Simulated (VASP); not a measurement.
# Ca in VASP: a series of runs

The runs below take Ca through single point, with PBE.

Program: VASP 6.6.1. These are calculated values, not measurements. Logs are shortened: lines on timing, memory, paths and dates and some standing lists are left out, and cuts for length are marked.

### Step 1. The cell of the first run

The cell holds a slab with vacuum, 8 atoms: a = 7.813 Å, b = 7.813 Å, c = 20.609 Å, α = 90.00°, β = 90.00°, γ = 90.00°.

The slab is cut from a database's or a generator's crystal, which needn't be the stable form of the element.

### Step 2. Single point, PBE (the clean substrate in the cell of the map)

Input file INCAR:

```
SYSTEM = Ca
ALGO = Fast
DIPOL = 0.5 0.5 0.257
EDIFF = 1E-6
ENCUT = 520
GGA = PE
IDIPOL = 3
ISIF = 2
ISMEAR = 0
LASPH = .TRUE.
LCHARG = .TRUE.
LDIPOL = .TRUE.
LELF = .TRUE.
LREAL = .FALSE.
LVACPOTAV = .TRUE.
LVHAR = .TRUE.
LWAVE = .FALSE.
NBANDS = 50
NELM = 60
PREC = Accurate
SIGMA = 0.1
```

Input file KPOINTS:

```
k-points
0
G
  4 4 1
  0 0 0
```

Input file POSCAR:

```
Ca
1.0
    7.8132359319      0.0000000000      0.0000000000
    0.0000000000      7.8132359319      0.0000000000
    0.0000000000      0.0000000000     20.6093934330
Ca
8
Direct
    0.2500000000      0.2500000000      0.1940862555
    0.2500000000      0.7500000000      0.1940862555
    0.7500000000      0.2500000000      0.1940862555
    0.7500000000      0.7500000000      0.1940862555
    0.0000000000      0.0000000000      0.3206981057
    0.0000000000      0.5000000000      0.3206981057
    0.5000000000      0.0000000000      0.3206981057
    0.5000000000      0.5000000000      0.3206981057
```

Potentials or basis: VASP PAW PBE potentials, release 64 (Ca_sv).

Command:

```sh
cat potpaw_PBE.64/Ca_sv/POTCAR > POTCAR
mpirun -np 1 vasp_std > vasp.out
```

OUTCAR:

```text
SYSTEM = Ca
   EDIFF = 1E-6
   ENCUT = 520
   GGA = PE
   ISIF = 2
   ISMEAR = 0
   LASPH = .TRUE.
   LREAL = .FALSE.
   NELM = 60
   PREC = Accurate

 ion  position               nearest neighbor table
   1  0.250  0.250  0.194-
   2  0.250  0.750  0.194-
   3  0.750  0.250  0.194-
   4  0.750  0.750  0.194-
   5  0.000  0.000  0.321-
   6  0.000  0.500  0.321-
   7  0.500  0.000  0.321-
   8  0.500  0.500  0.321-

  LATTYP: Found a simple tetragonal cell.
 ALAT       =     7.8132359319
 C/A-ratio  =     2.6377538849

  Lattice vectors:

 A1 = (   7.8132359319,   0.0000000000,   0.0000000000)
 A2 = (   0.0000000000,   7.8132359319,   0.0000000000)
 A3 = (   0.0000000000,   0.0000000000,  20.6093934330)

Analysis of symmetry for initial positions (statically):
=====================================================================
 Subroutine PRICEL returns following result:

  LATTYP: Found a simple tetragonal cell.
 ALAT       =     3.9066179660
 C/A-ratio  =     5.2755077698

  Lattice vectors:

 A1 = (   3.9066179660,   0.0000000000,   0.0000000000)
 A2 = (   0.0000000000,   3.9066179660,   0.0000000000)
 A3 = (   0.0000000000,   0.0000000000,  20.6093934330)

   4 primitive cells build up your supercell.

 Routine SETGRP: Setting up the symmetry group for a
 simple tetragonal supercell.

 Subroutine GETGRP returns: Found 16 space group operations
 (whereof  8 operations were pure point group operations)
 out of a pool of 16 trial point group operations.

The static configuration has the point symmetry C_4v.
 The point group associated with its full space group is D_4h.

Analysis of symmetry for dynamics (positions and initial velocities):
=====================================================================
 Subroutine PRICEL returns following result:

  LATTYP: Found a simple tetragonal cell.
 ALAT       =     3.9066179660
 C/A-ratio  =     5.2755077698

  Lattice vectors:

 A1 = (   3.9066179660,   0.0000000000,   0.0000000000)
 A2 = (   0.0000000000,   3.9066179660,   0.0000000000)
 A3 = (   0.0000000000,   0.0000000000,  20.6093934330)

   4 primitive cells build up your supercell.

 Routine SETGRP: Setting up the symmetry group for a
 simple tetragonal supercell.

 Subroutine GETGRP returns: Found 16 space group operations
 (whereof  8 operations were pure point group operations)
 out of a pool of 16 trial point group operations.

The dynamic configuration has the point symmetry C_4v.
 The point group associated with its full space group is D_4h.

 Subroutine INISYM returns: Found 16 space group operations
 (whereof  8 operations are pure point group operations),
 and found     4 'primitive' translations

----------------------------------------------------------------------------------------

                                     Primitive cell

  volume of cell :     314.5336

  direct lattice vectors                    reciprocal lattice vectors
     3.906617966  0.000000000  0.000000000     0.255975887  0.000000000  0.000000000
     0.000000000  3.906617966  0.000000000     0.000000000  0.255975887  0.000000000
     0.000000000  0.000000000 20.609393433     0.000000000  0.000000000  0.048521564

  length of vectors
     3.906617966  3.906617966 20.609393433     0.255975887  0.255975887  0.048521564

  position of ions in fractional coordinates (direct lattice)
     0.500000000  0.500000000  0.194086255
     0.000000000  0.000000000  0.320698106

  ion indices of the primitive-cell ions
   primitive index   ion index
                 1           1
                 2           5

----------------------------------------------------------------------------------------

 KPOINTS: k-points

Automatic generation of k-mesh.
 Grid dimensions read from file:
 generate k-points for:    4    4    1

 Generating k-lattice:

  Cartesian coordinates                     Fractional coordinates (reciprocal lattice)
     0.031996986  0.000000000  0.000000000     0.250000000  0.000000000  0.000000000
     0.000000000  0.031996986  0.000000000     0.000000000  0.250000000  0.000000000
     0.000000000  0.000000000  0.048521564     0.000000000  0.000000000  1.000000000

  Length of vectors
     0.031996986  0.031996986  0.048521564

  Shift w.r.t. Gamma in fractional coordinates (k-lattice)
     0.000000000  0.000000000  0.000000000

 Subroutine IBZKPT returns following result:
 ===========================================

 Found      6 irreducible k-points:

 Following reciprocal coordinates:
            Coordinates               Weight
  0.000000  0.000000  0.000000      1.000000
  0.250000  0.000000  0.000000      4.000000
  0.500000  0.000000  0.000000      2.000000
  0.250000  0.250000  0.000000      4.000000
  0.500000  0.250000  0.000000      4.000000
  0.500000  0.500000  0.000000      1.000000
   k-points           NKPTS =      6   k-points in BZ     NKDIM =      6   number of bands    NBANDS=     50
   number of dos      NEDOS =    301   number of ions     NIONS =      8
   total plane-waves  NPLWV = 576000
   dimension x,y,z NGX =    60 NGY =   60 NGZ =  160
   dimension x,y,z NGXF=   120 NGYF=  120 NGZF=  320
   ions per type =               8
   NGX,Y,Z   is equivalent  to a cutoff of  12.77, 12.77, 12.91 a.u.
   NGXF,Y,Z  is equivalent  to a cutoff of  25.53, 25.53, 25.81 a.u.
 SYSTEM =  Ca
   PREC   = accura    normal or accurate (medium, high low for compatibility)
   ISTART =      0    job   : 0-new  1-cont  2-samecut
   ICHARG =      2    charge: 1-file 2-atom 10-const
   ISPIN  =      1    spin polarized calculation?
   LNONCOLLINEAR =      F non collinear calculations
   LSORBIT =      F    spin-orbit coupling
   LASPH  =      T    aspherical Exc in radial PAW
   ENCUT  =  520.0 eV  38.22 Ry    6.18 a.u.  14.53 14.53 38.32*2*pi/ulx,y,z
   NELM   =     60;   NELMIN=  2; NELMDL= -5     # of ELM steps
   EDIFF  = 0.1E-05   stopping-criterion for ELM
   LREAL  =      F    real-space projection
   EDIFFG = 0.1E-04   stopping-criterion for IOM
   NSW    =      0    number of steps for IOM
   IBRION =     -1    ionic relax: 0-MD 1-quasi-New 2-CG
   NFREE  =      0    steps in history (QN), initial steepest desc. (CG)
   ISIF   =      2    stress and relaxation
   ISYM   =      2    0-nonsym 1-usesym 2-fastsym
   POTIM  = 0.5000    time-step for ionic-motion
   TEBEG  =    0.0;   TEEND  =   0.0 temperature during run
   PSTRESS=    0.0 pullay stress
   NELECT =      80.0000    total number of electrons
   NUPDOWN=      -1.0000    fix difference up-down
   EMIN   =  10.00;   EMAX   =-10.00  energy-range for DOS
   EFERMI =   0.00;   METHOD = LEGACY
   ISMEAR =     0;   SIGMA  =   0.10  broadening in eV -4-tet -1-fermi 0-gaus
   EFERMI_NEDOS =   21; number of points for ismear=-14 and -15
   IALGO  =     68    algorithm
   IMIX   =      4    mixing-type and parameters
     AMIX     =   0.40;   BMIX     =  1.00
     AMIX_MAG =   1.60;   BMIX_MAG =  1.00
  volume/ion in A,a.u.               =     157.27      1061.29
  Fermi-wavevector in a.u.,A,eV,Ry     =   0.653425  1.234794  5.809202  0.426964
  Thomas-Fermi vector in A             =   1.723661
   LORBIT       =      0    0 simple, 1 ext, 2 COOP (PROOUT), +10 PAW based schemes
   GGA     = PE    functional components
   LHFCALC =     F    Hartree Fock is set to
   AEXX    =    0.0000 exact exchange contribution
   IVDW    =     0    specifies the selected vdW correction
   LEPSILON=     F    determine dielectric tensor
   LRPA    =     F    only Hartree local field effects (RPA)
 non-spin polarized calculation
 RMM-DIIS sequential band-by-band and
 Gauss-broadening in eV      SIGMA  =   0.10
  energy-cutoff  :      520.00
  volume of cell :     1258.13
 maximum number of plane-waves:     33903
 NGX is ok and might be reduce to    60
   NGX = 29   NGY = 29   NGZ = 77

 dipolmoment           0.000000      0.000000      0.000115 electrons x Angstroem

 number of electron      80.0000020 magnetization

 dipolmoment           0.000000      0.000000     -0.000002 electrons x Angstroem

 Free energy of the ion-electron system (eV)
  ---------------------------------------------------
  ext. energy  EPLUGINS =         0.00000000
  ---------------------------------------------------
  free energy    TOTEN  =       -11.99768687 eV

  energy without entropy =      -11.92392769  energy(sigma->0) =      -11.96080728

 E-fermi :  -1.2938     XC(G=0):  -2.8800

 val. band max:       -1.3204404586   @ k =   0.2500   0.2500   0.0000
 cond. band min:      -1.2731051742   @ k =   0.5000   0.2500   0.0000
 fundamental gap:      0.0473352844
 Fermi energy:        -1.2937953992

 k-point     1 :       0.0000    0.0000    0.0000
  band No.  band energies     occupation
      1     -43.7628      2.00000
      2     -43.7520      2.00000
      3     -43.7520      2.00000
      4     -43.7520      2.00000
      5     -43.7520      2.00000
      6     -43.7502      2.00000
[... 42 lines left out ...]
     49      -0.6096      0.00000
     50       0.1472      0.00000

 k-point     2 :       0.2500    0.0000    0.0000
  band No.  band energies     occupation
      1     -43.7616      2.00000
      2     -43.7551      2.00000
      3     -43.7514      2.00000
      4     -43.7514      2.00000
      5     -43.7503      2.00000
      6     -43.7500      2.00000
[... 42 lines left out ...]
     49      -0.5155      0.00000
     50       0.1586      0.00000

 k-point     3 :       0.5000    0.0000    0.0000
  band No.  band energies     occupation
      1     -43.7587      2.00000
      2     -43.7587      2.00000
      3     -43.7498      2.00000
      4     -43.7498      2.00000
      5     -43.7498      2.00000
      6     -43.7498      2.00000
[... 42 lines left out ...]
     49      -0.2440      0.00000
     50      -0.2424      0.00000

 k-point     4 :       0.2500    0.2500    0.0000
  band No.  band energies     occupation
      1     -43.7606      2.00000
      2     -43.7543      2.00000
      3     -43.7543      2.00000
      4     -43.7498      2.00000
      5     -43.7498      2.00000
      6     -43.7498      2.00000
[... 42 lines left out ...]
     49      -0.4154      0.00000
     50       0.1737      0.00000

 k-point     5 :       0.5000    0.2500    0.0000
  band No.  band energies     occupation
      1     -43.7577      2.00000
      2     -43.7577      2.00000
      3     -43.7522      2.00000
      4     -43.7522      2.00000
      5     -43.7495      2.00000
      6     -43.7495      2.00000
[... 42 lines left out ...]
     49      -0.2290      0.00000
     50      -0.1888      0.00000

 k-point     6 :       0.5000    0.5000    0.0000
  band No.  band energies     occupation
      1     -43.7552      2.00000
      2     -43.7552      2.00000
      3     -43.7552      2.00000
      4     -43.7552      2.00000
      5     -43.7489      2.00000
      6     -43.7489      2.00000
[... 42 lines left out ...]
     49      -0.3761      0.00000
     50      -0.3761      0.00000

------------------------ aborting loop because EDIFF is reached ----------------------------------------

  FORCE on cell =-STRESS in cart. coord.  units (eV):
  Direction    XX          YY          ZZ          XY          YZ          ZX
  --------------------------------------------------------------------------------------
  -------------------------------------------------------------------------------------
  Total       -1.9333947     -1.9333947      0.0548888      0.0000000     -0.0000000      0.0000000
  in kB       -2.4620905     -2.4620905      0.0698985      0.0000000     -0.0000000      0.0000000
  external PRESSURE =      -1.6180942 kB  Pullay stress =       0.0000000 kB

 VOLUME and BASIS-vectors are now :
 -----------------------------------------------------------------------------
  energy-cutoff  :      520.00
  volume of cell :     1258.13
      direct lattice vectors                 reciprocal lattice vectors
     7.813235932  0.000000000  0.000000000     0.127987944  0.000000000  0.000000000
     0.000000000  7.813235932  0.000000000     0.000000000  0.127987944  0.000000000
     0.000000000  0.000000000 20.609393433     0.000000000  0.000000000  0.048521564

 POSITION                                       TOTAL-FORCE (eV/Angst)
 -----------------------------------------------------------------------------------
      1.95331      1.95331      4.00000        -0.000000      0.000000     -0.012748
      1.95331      5.85993      4.00000        -0.000000     -0.000000     -0.012748
      5.85993      1.95331      4.00000         0.000000      0.000000     -0.012748
      5.85993      5.85993      4.00000        -0.000000     -0.000000     -0.012748
      0.00000      0.00000      6.60939        -0.000000      0.000000      0.012748
      0.00000      3.90662      6.60939        -0.000000     -0.000000      0.012748
      3.90662      0.00000      6.60939         0.000000      0.000000      0.012748
      3.90662      3.90662      6.60939         0.000000     -0.000000      0.012748
 -----------------------------------------------------------------------------------
    total drift:                                0.000000      0.000000     -0.000078

  FREE ENERGIE OF THE ION-ELECTRON SYSTEM (eV)
  ---------------------------------------------------
  free  energy   TOTEN  =       -11.9976868715 eV

  energy  without entropy=      -11.9239276946  energy(sigma->0) =      -11.96080728

 vacuum level on the upper side and lower side of the slab         1.367         1.367
```

Wall time 18 min (1 thread of AMD EPYC 9R45 (Zen 5), shared host); peak memory 1.2 GiB.

What came out:

```yaml
Free_energy: -11.9977 eV
Largest_force: 0.013 eV/Å
Band_gap_on_the_k_mesh: none (metal or under the smearing width)
Work_function_of_the_upper_face: 2.66 eV
Work_function_of_the_lower_face: 2.66 eV
```

Forces on the atoms (eV/Å):
```
Ca   0.000  0.000 -0.013
Ca   0.000  0.000 -0.013
Ca   0.000  0.000 -0.013
Ca   0.000  0.000 -0.013
Ca   0.000  0.000  0.013
Ca   0.000  0.000  0.013
Ca   0.000  0.000  0.013
Ca   0.000  0.000  0.013
```

Levels at points of the mesh, in eV from the Fermi level:
```csv
k point,band 37,band 38,band 39,band 40,band 41,band 42,band 43,band 44
"(0.00, 0.00, 0.00)",-1.14,-1.14,-0.11,-0.11,0.31,0.35,0.35,0.35
"(0.50, 0.00, 0.00)",-0.65,-0.65,-0.65,-0.65,0.39,0.39,0.54,0.54
"(0.50, 0.50, 0.00)",-0.53,-0.53,-0.53,-0.53,0.61,0.61,0.61,0.61
```

[end of part 1 of 3]
